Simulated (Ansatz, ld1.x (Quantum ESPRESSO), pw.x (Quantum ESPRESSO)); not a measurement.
Equation-of-state test of one TM potential (Au (Z = 79))

* Element: Au
* Generator: ld1.x (Quantum ESPRESSO) 7.5
* Type: norm-conserving Troullier–Martins (Kleinman–Bylander form)
* Functional: PBE
* Relativity: scalar-relativistic
* Frozen core: [Xe] 4f14
* Valence charge: 11
* Reference configuration: 5d10 6s1 6p0
* Partial waves: 6s (bound): rc 2.15 bohr; 6p (bound, empty): rc 3.50 bohr; 5d (bound): rc 2.20 bohr
* Local potential: all-electron potential smoothed inside 1.85 bohr (lloc = -2)
* Core correction: none

Atomic tests: cutoffs needed: 40 Ry and 60 Ry (the cutoffs (Ry, on a coarse ladder) from which the occupation-weighted sum of valence levels, in a spherical-Bessel basis at the reference potential, stays within 10 and 1 mRy of its value at 400 Ry); ghost test: no extra level below or beside the all-electron valence levels (s, p, d, f tested) (spherical-Bessel basis up to 400 Ry, 20 bohr box); configuration tests: 1 of 7 tests not solved or not reliable.

Crystal test: sc Au in pw.x 7.5, no spin, 12³ k-points, Fermi–Dirac smearing 0.01 Ry, cutoffs 75/300 Ry. The lattice is a test structure that the element need not adopt, and mesh and smearing are coarse.

pw.x input:

```
&control
  calculation='scf', prefix='x', pseudo_dir='./', outdir='./tmp', tstress=.true., disk_io='none'
/
&system
  ibrav=0, nat=1, ntyp=1, ecutwfc=75, ecutrho=300, nbnd=13,
  occupations='smearing', smearing='fd', degauss=0.01
/
&electrons
  conv_thr=1e-09, mixing_beta=0.4, electron_maxstep=70
/
ATOMIC_SPECIES
Au 1.0 Au.UPF
CELL_PARAMETERS angstrom
  2.74982919 0.00000000 0.00000000
  0.00000000 2.74982919 0.00000000
  0.00000000 0.00000000 2.74982919
ATOMIC_POSITIONS crystal
Au 0.0000 0.0000 0.0000
K_POINTS automatic
12 12 12 0 0 0
```

```bash
pw.x < Au.scf.in > Au.scf.out
```

How does the run end?

It converges; the pressure is -1.00 GPa against -0.30 GPa from all-electron LAPW. The largest radius (3.50 bohr) exceeds half the bond length (2.60 bohr), so the spheres overlap, which is one possible source of error among others. Atomic configuration tests: 1 of 7 tests not solved or not reliable. The logarithmic derivative shows an extra or strongly shifted pseudo pole above the reference energy (s near 0.78 Ry). The log shows:

```
     number of electrons       =        11.00
     number of Kohn-Sham states=           13
     kinetic-energy cutoff     =      75.0000  Ry
     charge density cutoff     =     300.0000  Ry
     scf convergence threshold =      1.0E-09
     Exchange-correlation= PBE
     number of k points=    84  Fermi-Dirac smearing, width (Ry)=  0.0100
     iteration #  1     ecut=    75.00 Ry     beta= 0.40
     total energy              =     -66.56260977 Ry
     estimated scf accuracy    <       0.07670529 Ry
     iteration #  2     ecut=    75.00 Ry     beta= 0.40
     total energy              =     -66.57637284 Ry
     estimated scf accuracy    <       0.00038830 Ry
     iteration #  3     ecut=    75.00 Ry     beta= 0.40
     total energy              =     -66.57654557 Ry
     estimated scf accuracy    <       0.00016427 Ry
     iteration #  4     ecut=    75.00 Ry     beta= 0.40
     total energy              =     -66.57655674 Ry
     estimated scf accuracy    <       0.00000450 Ry
     iteration #  5     ecut=    75.00 Ry     beta= 0.40
     total energy              =     -66.57655717 Ry
     estimated scf accuracy    <       0.00000033 Ry
     iteration #  6     ecut=    75.00 Ry     beta= 0.40
     total energy              =     -66.57655721 Ry
     estimated scf accuracy    <       0.00000003 Ry
     iteration #  7     ecut=    75.00 Ry     beta= 0.40
     the Fermi energy is    11.6055 ev
!    total energy              =     -66.57655722 Ry
     estimated scf accuracy    <          7.1E-10 Ry
     smearing contrib. (-TS)   =      -0.00147985 Ry
     The total energy is F=E-TS. E is the sum of the following terms:
     one-electron contribution =      -0.29455897 Ry
     hartree contribution      =      10.27860025 Ry
     xc contribution           =     -10.49195570 Ry
     ewald contribution        =     -66.06716295 Ry
     convergence has been achieved in   7 iterations
          total   stress  (Ry/bohr**3)                   (kbar)     P=       -9.98
     Message from routine punch:
     Nothing written, as per user request (disk_io='none')
```
